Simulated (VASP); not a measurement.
# VASP 6.6.1, GW calculation on PBE orbitals, InP (zincblende)

INCAR, step 1 (ground state)

```
PREC = Accurate
LASPH = .TRUE.
LCHARG = .FALSE.
ENCUT = 400
GGA = PE
ISMEAR = 0
LREAL = .FALSE.
EDIFF = 1E-7
LWAVE = .TRUE.
SIGMA = 0.01
NELM = 120
```

INCAR, step 2 (empty bands)

```
SIGMA = 0.01
LREAL = .FALSE.
EDIFF = 1E-7
LWAVE = .TRUE.
LOPTICS = .TRUE.
ALGO = Exact
PREC = Accurate
GGA = PE
NBANDS = 162
LCHARG = .FALSE.
ENCUT = 400
NELM = 1
ISTART = 1
ISMEAR = 0
LASPH = .TRUE.
```

INCAR, step 3 (GW)

```
ENCUTGWSOFT = 120
ALGO = EVGW0
LWAVE = .FALSE.
ISMEAR = 0
NELMGW = 1
NOMEGA = 64
GGA = PE
ENCUTGW = 120
NELM = 120
NBANDSGW = 17
NBANDS = 162
PRECFOCK = Fast
EDIFF = 1E-7
PREC = Accurate
ENCUT = 400
SIGMA = 0.01
ISTART = 1
LASPH = .TRUE.
LREAL = .FALSE.
LCHARG = .FALSE.
```

KPOINTS

```
KPOINTS created by Atomic Simulation Environment
0
Gamma
4 4 4
0 0 0
```

POSCAR

```
In P
 1.0000000000000000
     0.0000000000000000    2.9537876444616966    2.9537876444616966
     2.9537876444616966    0.0000000000000000    2.9537876444616966
     2.9537876444616966    2.9537876444616966    0.0000000000000000
 In  P
   1   1
Cartesian
  0.0000000000000000  0.0000000000000000 -0.0000000000000000
  1.4768938222308481  1.4768938222308481  1.4768938222308481
```

VASP ran with the GW set of PAW datasets (18 valence electrons in the cell).

From OUTCAR

```
k-points           NKPTS =      8   k-points in BZ     NKDIM =     64   number of bands    NBANDS=    162

   NELECT =      18.0000    total number of electrons

   dimension x,y,z NGX =    28 NGY =   28 NGZ =   28
   dimension x,y,z NGXF=    56 NGYF=   56 NGZF=   56

  energy-cutoff  :      400.00
  volume of cell :       51.54
      direct lattice vectors                 reciprocal lattice vectors
     0.000000000  2.953787644  2.953787644    -0.169274186  0.169274186  0.169274186
     2.953787644  0.000000000  2.953787644     0.169274186 -0.169274186  0.169274186
     2.953787644  2.953787644  0.000000000     0.169274186  0.169274186 -0.169274186

 k-points in reciprocal lattice and weights: KPOINTS created by Atomic Simulation Env
   0.00000000  0.00000000  0.00000000       0.016
   0.25000000  0.00000000  0.00000000       0.125
   0.50000000  0.00000000  0.00000000       0.062
   0.25000000  0.25000000  0.00000000       0.094
   0.50000000  0.25000000  0.00000000       0.375
  -0.25000000  0.25000000  0.00000000       0.188
   0.50000000  0.50000000  0.00000000       0.047
  -0.25000000  0.50000000  0.25000000       0.094

 QP shifts <psi_nk| G(iteration)W_0 |psi_nk>: iteration 1
 for sc-GW calculations column KS-energies equals QP-energies in previous step
 and V_xc(KS)=  KS-energies - (<T + V_ion + V_H > + <T+V_H+V_ion>^1  + <V_x>^1)

 k-point   1 :       0.0000    0.0000    0.0000
  band No.  KS-energies  QP-energies   sigma(KS)   V_xc(KS)     V^pw_x(r,r')   Z            occupation Imag(sigma)

      1     -10.4665     -12.4780     -19.5112     -16.5965     -25.3097       0.6901       2.0000       0.2599
      2     -10.4665     -12.4780     -19.5112     -16.5965     -25.3097       0.6901       2.0000       0.2599
      3     -10.4665     -12.4780     -19.5112     -16.5965     -25.3097       0.6901       2.0000       0.2599
      4     -10.3289     -12.3725     -19.6373     -16.6796     -25.3315       0.6909       2.0000       0.1942
      5     -10.3289     -12.3725     -19.6373     -16.6796     -25.3315       0.6909       2.0000       0.1942
      6      -7.6317      -7.9764     -11.8541     -11.2690     -18.1943       0.5890       2.0000       0.7887
      7       3.7326       3.2810     -12.7848     -12.1755     -13.9951       0.7410       2.0000       0.0680
      8       3.7326       3.2810     -12.7848     -12.1755     -13.9951       0.7410       2.0000       0.0680
      9       3.7326       3.2810     -12.7848     -12.1755     -13.9951       0.7410       2.0000       0.0680
     10       4.2967       4.3438     -10.8499     -10.9123      -6.9051       0.7560       0.0000      -0.0150
     11       7.7901       7.8575      -9.8331      -9.9239      -5.4155       0.7414       0.0000      -0.0374
     12       7.7901       7.8575      -9.8331      -9.9239      -5.4155       0.7414       0.0000      -0.0374
     13       7.7901       7.8575      -9.8331      -9.9239      -5.4155       0.7414       0.0000      -0.0374
     14      12.1880      11.9843      -8.2449      -7.9721      -2.7578       0.7469       0.0000      -0.2086
     15      13.0899      13.2244      -9.9353     -10.1218      -4.5183       0.7212       0.0000      -0.2092
     16      13.0899      13.2244      -9.9353     -10.1218      -4.5183       0.7212       0.0000      -0.2092
     17      14.8462      14.5875      -7.8570      -7.5024      -2.2229       0.7292       0.0000      -0.3902

 k-point   2 :       0.2500    0.0000    0.0000
  band No.  KS-energies  QP-energies   sigma(KS)   V_xc(KS)     V^pw_x(r,r')   Z            occupation Imag(sigma)

      1     -10.5211     -12.4622     -19.3074     -16.4705     -25.1808       0.6842       2.0000       0.2741
      2     -10.4451     -12.4608     -19.5377     -16.6198     -25.3277       0.6908       2.0000       0.2580
      3     -10.4451     -12.4608     -19.5377     -16.6198     -25.3277       0.6908       2.0000       0.2580
      4     -10.3258     -12.3708     -19.6379     -16.6822     -25.3369       0.6919       2.0000       0.1958
      5     -10.3258     -12.3708     -19.6379     -16.6822     -25.3369       0.6919       2.0000       0.1958
      6      -6.9810      -7.3819     -12.1998     -11.5596     -18.2585       0.6262       2.0000       0.7897
      7       0.3222      -0.1996     -11.9096     -11.1696     -14.0319       0.7052       2.0000       0.1158
      8       3.1924       2.7031     -12.5046     -11.8427     -13.8425       0.7393       2.0000       0.0701
      9       3.1924       2.7031     -12.5046     -11.8427     -13.8425       0.7393       2.0000       0.0701
     10       5.4384       5.4874     -10.3971     -10.4626      -6.3398       0.7492       0.0000      -0.0190
     11       8.4772       8.5571      -9.9117     -10.0199      -5.3017       0.7383       0.0000      -0.0485
     12       8.4772       8.5571      -9.9117     -10.0199      -5.3017       0.7383       0.0000      -0.0485
     13       8.9751       8.9988     -10.1828     -10.2157      -5.3892       0.7224       0.0000      -0.0691
     14      12.2581      12.2740      -9.3107      -9.3324      -4.0769       0.7349       0.0000      -0.1895
     15      12.2581      12.2740      -9.3107      -9.3324      -4.0769       0.7349       0.0000      -0.1895
     16      12.8041      12.5115      -7.6770      -7.2777      -2.2948       0.7327       0.0000      -0.2398
     17      15.9378      15.7974      -8.8336      -8.6402      -2.8652       0.7264       0.0000      -0.4582

 k-point   3 :       0.5000    0.0000    0.0000
  band No.  KS-energies  QP-energies   sigma(KS)   V_xc(KS)     V^pw_x(r,r')   Z            occupation Imag(sigma)

      1     -10.5719     -12.4647     -19.1438     -16.3712     -25.0775       0.6827       2.0000       0.2888
      2     -10.4313     -12.4507     -19.5493     -16.6278     -25.3277       0.6912       2.0000       0.2527
      3     -10.4313     -12.4507     -19.5493     -16.6278     -25.3277       0.6912       2.0000       0.2527
      4     -10.3161     -12.3603     -19.6540     -16.7018     -25.3606       0.6924       2.0000       0.2000
      5     -10.3161     -12.3603     -19.6540     -16.7018     -25.3606       0.6924       2.0000       0.2000
      6      -5.9816      -6.4109     -12.8317     -12.1678     -18.5299       0.6466       2.0000       0.7113
      7      -1.8962      -2.4595     -11.2337     -10.4045     -14.4284       0.6794       2.0000       0.2398
      8       2.7897       2.2750     -12.3785     -11.6744     -13.8709       0.7310       2.0000       0.0714
      9       2.7897       2.2750     -12.3785     -11.6744     -13.8709       0.7310       2.0000       0.0714
     10       5.1529       5.1835     -10.2441     -10.2847      -6.2379       0.7536       0.0000      -0.0168
     11       8.5090       8.5525      -9.5637      -9.6228      -4.9808       0.7368       0.0000      -0.0510
     12       8.5090       8.5525      -9.5637      -9.6228      -4.9808       0.7368       0.0000      -0.0510
     13      10.7765      10.5974      -8.8241      -8.5761      -3.5041       0.7224       0.0000      -0.1637
     14      13.0955      12.9589      -8.9341      -8.7433      -3.2260       0.7161       0.0000      -0.2653
     15      14.2564      14.3885     -10.0786     -10.2585      -4.1571       0.7343       0.0000      -0.3658
     16      14.2564      14.3885     -10.0786     -10.2585      -4.1571       0.7343       0.0000      -0.3658
     17      15.8613      15.9669     -10.1358     -10.2817      -3.8551       0.7241       0.0000      -0.5543

 ...
```

The PBE gap on the mesh is 0.56 eV and the G₀W₀ gap on the mesh is 1.06 eV.

These GW values are short of the basis and mesh limit.
